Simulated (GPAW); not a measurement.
## A GW chain in GPAW: GaP (F-43m)

Wanted: ground state, empty states, screening and self-energy for GaP (F-43m).

Program: GPAW 26.7.0. Level of theory: LDA and many-body steps on it, plane waves. Results are calculated unless marked as measured.

**What was measured.**

- Gap 2.25 ± 0.04 eV: optical gap from Tauc plot (fundamental, indirect); spectroscopic ellipsometry, Tauc-Lorentz fit and Tauc plot; 300 K; film (GaP layer on Si reference sample) on Si (“Assessment of GaPSb/Si tandem material association properties for photoelectrochemical cells”, 2020, arxiv:2002.02774).

## Step 1: The starting structure

Symmetry: F-43m, No. 216, cubic system. The conventional cell has a = 5.450 Å, b = 5.450 Å, c = 5.450 Å, α = 90.00°, β = 90.00°, γ = 90.00°. Ga has 4 P at 2.36 Å nearest. P has 4 Ga at 2.36 Å nearest. Farther neighbours are not listed.

Structure file:

```cif
data_structure
_symmetry_space_group_name_H-M 'F-43m'
_symmetry_Int_Tables_number 216
_cell_length_a 5.4505
_cell_length_b 5.4505
_cell_length_c 5.4505
_cell_angle_alpha 90.000
_cell_angle_beta 90.000
_cell_angle_gamma 90.000
_cell_volume 161.92
loop_
_atom_site_label
_atom_site_type_symbol
_atom_site_symmetry_multiplicity
_atom_site_Wyckoff_symbol
_atom_site_fract_x
_atom_site_fract_y
_atom_site_fract_z
_atom_site_occupancy
Ga1 Ga 4 a 0.00000 0.00000 0.00000 1
P1 P 4 d 0.25000 0.25000 0.75000 1
```

The cell and positions come from the Crystallography Open Database and are kept as given unless a step says otherwise.

## Step 2: Ground state

This step: GPAW 26.7.0; DFT, LDA, plane waves, PAW.

The ground-state density comes first.

File run.py:

```python
import json
import numpy as np
from gpaw.mpi import world
from ase import Atoms
from gpaw import GPAW, PW, FermiDirac

atoms = Atoms(['Ga', 'P'],
    cell=[[0.0000000000, 2.7252500000, 2.7252500000],
      [2.7252500000, 0.0000000000, 2.7252500000],
      [2.7252500000, 2.7252500000, 0.0000000000]],
    scaled_positions=[[0.0000000000, 0.0000000000, 0.0000000000],
      [0.2500000000, 0.2500000000, 0.2500000000]],
    pbc=(True, True, True))
calc = GPAW(mode=PW(450),
    xc='LDA',
    kpts={'size': (8, 8, 8), 'gamma': True},
    occupations=FermiDirac(0.001),
    nbands=-7,
    convergence={'density': 1e-6, 'bands': -3},
    maxiter=100,
    txt='gs.txt')
atoms.calc = calc
res = {'energy': atoms.get_potential_energy()}
kpts = calc.get_ibz_k_points()
res['kpts'] = kpts
res['eigenvalues'] = [calc.get_eigenvalues(kpt=k) for k in range(len(kpts))]
res['n_electrons'] = calc.get_number_of_electrons()
calc.write('gs.gpw')

if world.rank == 0:
    with open('result.json', 'w') as f:
        json.dump(res, f, default=lambda x: x.tolist())
```

On the command line:

```
$ mpirun -n 4 gpaw python run.py
```

Numbers of over 12 decimals in the logs are rounded to 6 here.

The program printed:

```text
__  _  _
 | _ |_)|_||  |
 |__||  | ||/\| - 26.7.0

Input parameters:
  mode=PW(ecut=450.000000),
  convergence={'density': 1e-06, 'bands': -3},
  kpts=MonkhorstPack(size=(8, 8, 8), gamma=True),
  maxiter=100,
  nbands=-7,
  occupations=Occupations(name='fermi-dirac', width=0.001, fixmagmom=False),
  xc=XC(name='LDA')
  [... matrices ...]
Diagonalizing LCAO Hamiltonian
Converting LCAO to pw mode

           P

       Ga

Atoms  # Å, Bohr magnetons
|   | symbol |        x |        y |        z |    initial magnetic moments |
| 0 |     Ga | 0.000000 | 0.000000 | 0.000000 | ( 0.0000,  0.0000,  0.0000) |
| 1 |      P | 1.362625 | 1.362625 | 1.362625 | ( 0.0000,  0.0000,  0.0000) |

Unit cell  # Å
| periodic |        x |        y |        z |  lengths |    angles |
|      yes | 0.000000 | 2.725250 | 2.725250 | 3.854086 | 60.000000 |
|      yes | 2.725250 | 0.000000 | 2.725250 | 3.854086 | 60.000000 |
|      yes | 2.725250 | 2.725250 | 0.000000 | 3.854086 | 60.000000 |

Number of symmetries: 24
Symmetry operations  # r_c * U_cc + t_c -> r_c
|    | kind |            matrix            |
|  0 |  E   |  1, 0, 0,  0, 1, 0,  0, 0, 1 |
|  1 |  σ   |  1, 0, 0,  0, 0, 1,  0, 1, 0 |
|  2 |  σ   |  1, 0,-1,  0, 1,-1,  0, 0,-1 |
|  3 |  C3  |  1, 0,-1,  0, 0,-1,  0, 1,-1 |
|  4 |  C3  |  1,-1, 0,  0,-1, 1,  0,-1, 0 |
|  5 |  σ   |  1,-1, 0,  0,-1, 0,  0,-1, 1 |
|  6 |  σ   |  0, 1, 0,  1, 0, 0,  0, 0, 1 |
|  7 |  C3  |  0, 1, 0,  0, 0, 1,  1, 0, 0 |
|  8 |  C2  |  0, 1,-1,  1, 0,-1,  0, 0,-1 |
|  9 |  S4  |  0, 1,-1,  0, 0,-1,  1, 0,-1 |
| 10 |  C3  |  0, 0, 1,  1, 0, 0,  0, 1, 0 |
| 11 |  σ   |  0, 0, 1,  0, 1, 0,  1, 0, 0 |
| 12 |  S4  |  0, 0,-1,  1, 0,-1,  0, 1,-1 |
| 13 |  C3  |  0, 0,-1,  0, 1,-1,  1, 0,-1 |
| 14 |  S4  |  0,-1, 1,  1,-1, 0,  0,-1, 0 |
| 15 |  C2  |  0,-1, 1,  0,-1, 0,  1,-1, 0 |
| 16 |  C3  |  0,-1, 0,  1,-1, 0,  0,-1, 1 |
| 17 |  S4  |  0,-1, 0,  0,-1, 1,  1,-1, 0 |
| 18 |  S4  | -1, 1, 0, -1, 0, 1, -1, 0, 0 |
| 19 |  C3  | -1, 1, 0, -1, 0, 0, -1, 0, 1 |
| 20 |  C3  | -1, 0, 1, -1, 1, 0, -1, 0, 0 |
| 21 |  S4  | -1, 0, 1, -1, 0, 0, -1, 1, 0 |
| 22 |  σ   | -1, 0, 0, -1, 1, 0, -1, 0, 1 |
| 23 |  C2  | -1, 0, 0, -1, 0, 1, -1, 1, 0 |

BZ-sampling:
  Number of BZ points: 512
  Number of IBZ points: 29

  Monkhorst-Pack size: [8, 8, 8]
  Monkhorst-Pack shift: [0.0625, 0.0625, 0.0625]

K-points  # in reciprocal-cell coordinates
|     |                                coordinates |     weight |
|   0 | (  0.00000000,   0.00000000,   0.00000000) | 0.00195312 |
|   1 | (  0.12500000,   0.12500000,   0.00000000) | 0.01171875 |
|   2 | (  0.12500000,   0.12500000,   0.12500000) | 0.01562500 |
|   3 | (  0.25000000,   0.12500000,   0.12500000) | 0.02343750 |
|   4 | (  0.25000000,   0.25000000,   0.00000000) | 0.01171875 |
|   5 | (  0.25000000,   0.25000000,   0.12500000) | 0.04687500 |
|   6 | (  0.25000000,   0.25000000,   0.25000000) | 0.01562500 |
|   7 | (  0.37500000,   0.25000000,  -0.37500000) | 0.04687500 |
|   8 | (  0.37500000,   0.25000000,   0.12500000) | 0.04687500 |
|   9 | (  0.37500000,   0.25000000,   0.25000000) | 0.04687500 |
| ... |                                            |            |
|  28 | (  0.50000000,   0.50000000,   0.50000000) | 0.00781250 |

Plane wave coefficients: 893
Cutoff: 450.000000 eV

Spin-components: 1 (collinear spins)
Bands:           11
Projectors:      10
Spin-degeneracy: 2
Datatype:        complex128

  Storage: CPU
  Wave functions: 4_557_872 bytes (1_139_468 per core)
  Projectors: 8_701_392 bytes (2_175_348 per core)
  [... matrices ...]
Parallelization:
  kpt:    4
  domain: 1
  band:   1

Density:
  Valence electrons: 8.0
  Components: 1
  Grid points: [20 20 20]
  Charge: 0.0  # |e|

Potential:
  Grid points: [20 20 20]

species:
  Ga:
    name:    Gallium
    Z:       31.0
    valence: 3
    core:    28
    charge:  0.0  # [|e|]
    compensation charges:
      type: gauss
      rc: 0.37  # [Å]
      lmax: 2
    cutoffs:
      filter: 2.06  # [Å]
      core: 4.17  # [Å]
    projectors
    | kind |    occ | energy [eV] | rcut [Å] |
    |   4s |  2.000 |      -9.167 |    1.164 |
    |   4p |  1.000 |      -2.734 |    1.164 |
    |    s |        |      18.045 |    1.164 |
    |    p |        |      24.478 |    1.164 |
    |    d |        |       0.000 |    1.164 |

    Using partial waves for Ga as LCAO basis

  P:
    name:    Phosphorus
    Z:       15.0
    valence: 5
    core:    10
    charge:  0.0  # [|e|]
    compensation charges:
      type: gauss
      rc: 0.30  # [Å]
      lmax: 2
    cutoffs:
      filter: 1.69  # [Å]
      core: 1.81  # [Å]
    projectors
    | kind |    occ | energy [eV] | rcut [Å] |
    |   3s |  2.000 |     -14.015 |    0.953 |
    |   3p |  3.000 |      -5.596 |    0.953 |
    |    s |        |      13.197 |    0.953 |
    |    p |        |      21.615 |    0.953 |
    |    d |        |       0.000 |    0.953 |

    Using partial waves for P as LCAO basis

Reference energy: -62080.661910  # eV

eigensolver:
  PPCG
  Converge bands: -3
  niter=2

density mixing:
  MSR1-Mixer
  Pratt-step length: 0.05
  Maximum mixing coefficient: 0.75
  Old densities: 10
  SVD Regularization: 0.005
  Good broyden scale: 1.0
  Trust region scale: 1.0
  Backstep threshold: 4.0
  History deletion threshold: 6.0
  Fourier metric: weight=20.0, sigma=0.015

occupation numbers:
  Fermi-Dirac:
    width: 0.0010  # eV

poisson solver:
  ecut: 3600.000000  # eV

xc functional:
  name: None

Initialization done in: 0.872 s

convergence criteria:
- Maximum integral of absolute [dens]ity change: 1e-06 electrons / valence electron
- Maximum [total energy] change in last 3 cyles: 0.0005 eV / valence electron
- Maximum integral of absolute [eigenst]ate change: 4e-08 eV^2 / valence electron
maximum number of iterations: 100

SCF iterations
|iter     |     time |      energy | eigst |  dens |
|iter:   1|  |  -10.573573 | +1.05 |       |
|iter:   2|  |  -10.538393 | -0.28 | -0.85 |
|iter:   3|  |  -10.363577 | -1.42 | -0.88 |
|iter:   4|  |  -10.360893 | -3.17 | -1.55 |
|iter:   5|  |  -10.360821c| -4.21 | -2.14 |
|iter:   6|  |  -10.360840c| -5.66 | -2.79 |
|iter:   7|  |  -10.360840c| -7.03 | -3.84 |
|iter:   8|  |  -10.360840c| -7.32 | -4.34 |
|iter:   9|  |  -10.360840c| -8.10c| -5.40 |
|iter:  10|  |  -10.360840c| -8.67c| -5.99 |
|iter:  11|  |  -10.360840c| -9.32c| -6.71c|

Converged in 11 steps
SCF loop duration: 1.335 s (0.121 s/step)
Energy contributions relative to reference atoms: (reference = -62080.661910)
  [... matrices ...]
Energy contributions:
  Kinetic:          24.231279
  Coulomb:         -21.450935
  Zero:              0.012971
  External:          0.000000
  Xc:              -13.154155
  Entropy:          -0.000000
  Spinorbit:         0.000000
  ----------------------------
  Free energy:     -10.360840
  Extrapolated:    -10.360840

dipole moment: (-17.070029, -17.070029, -17.070029)  # |e|*Ang

Fermi level: 5.172
Eigenvalues  # (at kpt = [0.000, 0.000, 0.000])
| band index |      eig [eV] | occ [0-2] |
|          0 |        -7.779 |     2.000 |
|          1 |         4.711 |     2.000 |
|          2 |         4.711 |     2.000 |
|          3 |         4.711 |     2.000 |
|          4 |         6.398 |     0.000 |
|          5 |         8.546 |     0.000 |
|          6 |         8.546 |     0.000 |
|          7 |         8.546 |     0.000 |
|          8 |        13.267 |     0.000 |
|          9 |        14.428 |     0.000 |
|         10 |        14.429 |     0.000 |

Gap: 1.514 eV
Transition (v -> c):
  (s=0, k=0, n=3, [0.00, 0.00, 0.00]) -> (s=0, k=24, n=4, [0.50, 0.50, 0.00])
Direct/indirect transitions are different
Direct gap: 1.687 eV
Transition at: (s=0, k=0, n=3, [0.00, 0.00, 0.00])
# Writing to gs.gpw (mode='')
  [... matrices ...]
```

The job ended after 4 s (4 MPI ranks of Arm Neoverse V1, shared host; peak memory 0.47 GiB).

Numbers from this step:

* total energy: -10.36 eV
* gap: 1.514 eV
* k of the valence top: 0, 0, 0
* k of the conduction bottom: 0.5, 0.5, 0
* least direct gap: 1.687 eV

The gap is indirect, with the least direct gap 0.17 eV higher.

## Step 3: Bands along the symmetry lines

The cheap functional maps the bands first; the places of the edges decide which points the dearer methods must see.

File run.py:

```python
import json
import numpy as np
from gpaw.mpi import world
from gpaw import GPAW

path = [[0.000000, 0.000000, 0.000000],
    [-0.062500, -0.062500, 0.000000],
    [-0.125000, -0.125000, 0.000000],
    [-0.187500, -0.187500, 0.000000],
    [-0.250000, -0.250000, 0.000000],
    [-0.312500, -0.312500, 0.000000],
    [-0.375000, -0.375000, 0.000000],
    [-0.437500, -0.437500, 0.000000],
    [-0.500000, -0.500000, 0.000000],
    [-0.484375, -0.484375, 0.031250],
    [-0.468750, -0.468750, 0.062500],
    [-0.453125, -0.453125, 0.093750],
    [-0.437500, -0.437500, 0.125000],
    [-0.421875, -0.421875, 0.156250],
    [-0.406250, -0.406250, 0.187500],
    [-0.390625, -0.390625, 0.218750],
    [-0.375000, -0.375000, 0.250000],
    [-0.375000, 0.000000, 0.375000],
    [-0.328125, 0.000000, 0.328125],
    [-0.281250, 0.000000, 0.281250],
    [-0.234375, 0.000000, 0.234375],
    [-0.187500, 0.000000, 0.187500],
    [-0.140625, 0.000000, 0.140625],
    [-0.093750, 0.000000, 0.093750],
    [-0.046875, 0.000000, 0.046875],
    [0.000000, 0.000000, 0.000000],
    [0.000000, 0.000000, 0.062500],
    [0.000000, 0.000000, 0.125000],
    [0.000000, 0.000000, 0.187500],
    [0.000000, 0.000000, 0.250000],
    [0.000000, 0.000000, 0.312500],
    [0.000000, 0.000000, 0.375000],
    [0.000000, 0.000000, 0.437500],
    [-0.000000, -0.000000, 0.500000],
    [-0.062500, -0.031250, 0.468750],
    [-0.125000, -0.062500, 0.437500],
    [-0.187500, -0.093750, 0.406250],
    [-0.250000, -0.125000, 0.375000],
    [-0.312500, -0.156250, 0.343750],
    [-0.375000, -0.187500, 0.312500],
    [-0.437500, -0.218750, 0.281250],
    [-0.500000, -0.250000, 0.250000],
    [-0.500000, -0.281250, 0.218750],
    [-0.500000, -0.312500, 0.187500],
    [-0.500000, -0.343750, 0.156250],
    [-0.500000, -0.375000, 0.125000],
    [-0.500000, -0.406250, 0.093750],
    [-0.500000, -0.437500, 0.062500],
    [-0.500000, -0.468750, 0.031250],
    [-0.500000, -0.500000, 0.000000]]
calc = GPAW('gs.gpw').fixed_density(kpts=path,
    symmetry='off',
    nbands=14,
    convergence={'bands': 10},
    txt='bands.txt')
res = {}
kpts = calc.get_ibz_k_points()
res['kpts'] = kpts
res['eigenvalues'] = [calc.get_eigenvalues(kpt=k) for k in range(len(kpts))]
res['n_electrons'] = calc.get_number_of_electrons()

if world.rank == 0:
    with open('result.json', 'w') as f:
        json.dump(res, f, default=lambda x: x.tolist())
```

On the command line:

```
$ mpirun -n 4 gpaw python run.py
```

The program printed:

```text
Diagonalizing LCAO Hamiltonian
Converting LCAO to pw mode
convergence criteria:
- Maximum integral of absolute [eigenst]ate change: 4e-08 eV^2 / valence electron
maximum number of iterations: 100

SCF iterations
|iter     |     time |      energy | eigst |  dens |
|iter:   1|  |             | +1.78 |       |
|iter:   2|  |             | +0.65 |       |
|iter:   3|  |             | -0.50 |       |
[...]
|iter:   7|  |             | -5.91 |       |
|iter:   8|  |             | -7.34 |       |
|iter:   9|  |             | -8.05c|       |
SCF steps: 9
  __  _  _
 | _ |_)|_||  |
 |__||  | ||/\| - 26.7.0

Input parameters:
  mode=PW(ecut=450.000000),
  convergence={'bands': 10},
  gpts=array([20, 20, 20]),
  kpts=KPoints(kpts=array([[ 0.      ,  0.      ,  0.      ],
         [-0.0625  , -0.0625  ,  0.      ],
         [-0.125   , -0.125   ,  0.      ],
         [-0.1875  , -0.1875  ,  0.      ],
[...]
[-0.484375, -0.484375,  0.03125 ],
[...]
[-0.453125, -0.453125,  0.09375 ],
[...]
[-0.421875, -0.421875,  0.15625 ],
[...]
[-0.390625, -0.390625,  0.21875 ],
[...]
[-0.328125,  0.      ,  0.328125],
[...]
[-0.234375,  0.      ,  0.234375],
[...]
[-0.140625,  0.      ,  0.140625],
[...]
[-0.046875,  0.      ,  0.046875],
         [ 0.      ,  0.      ,  0.      ],
         [ 0.      ,  0.      ,  0.0625  ],
         [ 0.      ,  0.      ,  0.125   ],
[...]
[ 0.      ,  0.      ,  0.375   ],
         [ 0.      ,  0.      ,  0.4375  ],
[...]
[-0.5     , -0.4375  ,  0.0625  ],
         [-0.5     , -0.46875 ,  0.03125 ],
         [-0.5     , -0.5     ,  0.      ]])),
  maxiter=100,
  nbands=14,
  occupations=Occupations(name='fermi-dirac', width=0.001, fixmagmom=False),
  parallel={},
  symmetry=Symmetry(point_group=False, time_reversal=False),
  xc=XC(name='LDA')
  [... matrices ...]
timing:  # [seconds]
  Total: 0.027  # ━━━━━━━━━━━━━━━━━━━━━━━━━━━━━━━━━━━━━━━━━━━━━━━━━━━━━━━━━━━
```

Wall time 4.5 s (4 MPI ranks); peak memory 0.61 GiB.

This step gave:

```yaml
gap: 1.464 eV
k_of_the_valence_top: 0, 0, 0
k_of_the_conduction_bottom: -0.4375, -0.4375, 0
least_direct_gap: 1.687 eV
```

The gap is 1.464 eV, −0.050 eV from the run before at this level.

Electronic bands along the path, in eV, zero at the top of the highest filled band; v1 is the highest filled band, c1 the lowest empty one:

```csv
point,v4,v3,v2,v1,c1,c2,c3,c4
Γ,-12.49,0.00,0.00,0.00,1.69,3.83,3.83,3.83
halfway,-11.51,-3.75,-1.70,-1.70,2.08,3.62,6.70,6.70
X,-9.64,-6.82,-2.69,-2.69,1.51,1.71,10.49,10.49
halfway,-9.63,-6.76,-3.27,-2.58,1.72,2.66,9.42,9.61
U,-9.69,-6.59,-3.98,-2.26,2.07,4.73,8.16,8.20
jump to K,-9.69,-6.59,-3.98,-2.26,2.07,4.73,8.16,8.20
halfway,-11.42,-4.31,-2.49,-0.67,3.22,4.90,4.96,5.77
Γ,-12.49,0.00,0.00,0.00,1.69,3.83,3.83,3.83
halfway,-11.76,-3.94,-0.67,-0.67,2.05,4.70,4.70,6.24
L,-10.54,-6.68,-1.12,-1.12,1.56,4.67,4.67,8.10
halfway,-10.14,-6.47,-3.24,-1.95,3.39,4.21,6.41,7.82
W,-9.57,-6.59,-3.63,-3.45,4.63,4.83,6.02,6.04
halfway,-9.61,-6.71,-3.20,-3.11,2.66,2.86,8.41,8.51
X,-9.64,-6.82,-2.69,-2.69,1.51,1.71,10.49,10.49
```

The electronic bands as a text plot (rows in eV, shown from -8.0 to 7.4 only):

```
    7.1 |    +             +                 ++         +   +
    6.4 |     ++            ++              +         ++ + +
    5.8 |    +             ++++++++                  +  +++
    5.1 |                       +  ++      +        +    +
    4.5 |  ++             +      ++      +++++++++++++++++++
    3.9 |++  +++         +         ++++++++            ++   +
    3.2 |  ++   ++      +     +++++                  ++
    2.6 |    +    +    +   +++     ++    ++         +        ++
    1.9 |++   ++++ ++++++++          ++++  +++++  ++          +++
    1.3 |         +++++                         ++              +
    0.7 |
    0.0 |**                        ********
   -0.6 | ***                   ******  *  ****
   -1.3 |    *              ****               ******
   -1.9 |  ** ****         *     ****    **         ***
   -2.5 |    *    *********     *          *         * **      **
   -3.2 |              **     ** **                   *  ******
   -3.8 |     **         *****              *          ******
   -4.5 |       **              *
   -5.1 |                     **             **
   -5.8 |         *         **                 *
   -6.4 |          **    ***                    **************
   -7.0 |            ****                                     ***
   -7.7 |
         Γ           X  U|K            Γ         L        W     X
```

## Step 4: Empty states on the mesh, 4×4×4 mesh, 178 bands

The sums over transitions need many empty states on a uniform mesh; this step solves for them.

File run.py:

```python
import json
import numpy as np
from gpaw.mpi import world
from gpaw import GPAW

calc = GPAW('gs.gpw').fixed_density(kpts={'size': (4, 4, 4), 'gamma': True},
    parallel={'domain': 1, 'band': 1},
    txt='nscf.txt')
calc.diagonalize_full_hamiltonian(nbands=178)
calc.write('full.gpw', mode='all')
res = {}
kpts = calc.get_ibz_k_points()
res['kpts'] = kpts
res['eigenvalues'] = [calc.get_eigenvalues(kpt=k) for k in range(len(kpts))]
res['n_electrons'] = calc.get_number_of_electrons()

if world.rank == 0:
    with open('result.json', 'w') as f:
        json.dump(res, f, default=lambda x: x.tolist())
```

On the command line:

```
$ mpirun -n 4 gpaw python run.py
```

The program printed:

```text
Diagonalizing LCAO Hamiltonian
Converting LCAO to pw mode
convergence criteria:
- Maximum integral of absolute [eigenst]ate change: 4e-08 eV^2 / valence electron
maximum number of iterations: 100

SCF iterations
|iter     |     time |      energy | eigst |  dens |
|iter:   1|  |             | +1.06 |       |
|iter:   2|  |             | -0.50 |       |
|iter:   3|  |             | -2.27 |       |
[...]
|iter:   8|  |             | -6.47 |       |
|iter:   9|  |             | -7.21 |       |
|iter:  10|  |             | -8.27c|       |
SCF steps: 10
  __  _  _
 | _ |_)|_||  |
 |__||  | ||/\| - 26.7.0

Input parameters:
  mode=PW(ecut=450.000000),
  convergence={'density': 1e-06, 'bands': -3},
  gpts=array([20, 20, 20]),
  kpts=MonkhorstPack(size=(4, 4, 4), gamma=True),
  maxiter=100,
  nbands=11,
  occupations=Occupations(name='fermi-dirac', width=0.001, fixmagmom=False),
  parallel={'domain': 1, 'band': 1},
  xc=XC(name='LDA')
Matrix size: 893x893
# Writing to full.gpw (mode='all')
  [... matrices ...]

timing:  # [seconds]
  Total: 1.818  # ━━━━━━━━━━━━━━━━━━━━━━━━━━━━━━━━━━━━━━━━━━━━━━━━━━━━━━━━━━━
```

Wall time 4.8 s (4 MPI ranks); peak memory 0.87 GiB.

This step gave:

```
gap                                                           : 1.514 eV
k of the valence top                                          : 0, 0, 0
k of the conduction bottom                                    : 0.5, 0.5, 0
least direct gap                                              : 1.687 eV
k points computed                                             : 8
lowest point of the top converged band, above the valence top : 141.6274 eV
```

On this mesh the gap is 1.514 eV.

[end of part 1 of 2]

[Paths, hosts, dates, memory and timing lines, banners, echoed tables and standing remarks are left out of the program output.]

[Logs are printed without paths, hosts, clocks, repeated set-up lines and the standing remarks that a program may print on its own settings, such as how far it seeks lower states.]

[Runs of the session that timed out or met a known fault of the program may be left out.]

[Hosts, paths, dates, database ids (printed as entryN), source tags and the programs' standing remarks are cut or masked in the printed files.]
